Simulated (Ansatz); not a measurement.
**How far is PAW off for SrTe?**

```xyz
2
Lattice="0.0000 3.3558 3.3558 3.3558 0.0000 3.3558 3.3558 3.3558 0.0000" Properties=species:S:1:pos:R:3 pbc="T T T"
Sr    0.0000    0.0000    0.0000
Te    3.3558    3.3558    3.3558
```

Atom numbers follow the list: Sr1, Te2.

Structure from Materials Project entry mp-1958 (possibly hypothetical), not relaxed further.

Spin–orbit coupling is left out, though it moves levels of the heavy atoms by tenths of an eV or more.

Levels of theory: DFT, PBE, PAW with Ansatz's default frozen-core files, scalar-relativistic (Ansatz 0.2.0); DFT, PBE, all-electron PAW with datasets made for the crystal, scalar-relativistic (Ansatz 0.2.0); DFT, PBE, all-electron LAPW, scalar-relativistic (Ansatz 0.2.0).

For PAW: a Γ-centred 7×7×7 k mesh, Fermi–Dirac smearing of 0.01 eV, cutoff 420 eV, no spin polarisation. The crystal-made all-electron datasets (AE datasets) take a cutoff of 240 eV at this cell. LAPW targets a basis error of 0.5 meV/atom. The Ansatz runs share mesh, smearing and spin set-up. Plane-wave (PAW) pressures include the program's estimate of the Pulay term.

Stress and pressure are positive in compression.

Levels count from the top of the valence band.

```tsv
quantity	PAW	AE datasets	LAPW
pressure (GPa)	0.10	0.10	0.10
band gap (eV)	1.776	1.776	1.776
highest filled level at L (eV)	-1.052	-1.052	-1.052
lowest empty level at L (eV)	3.855	3.854	3.854
highest filled level at K (eV)	-0.919	-0.919	-0.919
lowest empty level at K (eV)	2.838	2.837	2.837
highest filled level at X (eV)	-0.719	-0.719	-0.719
lowest empty level at X (eV)	1.776	1.776	1.776
```
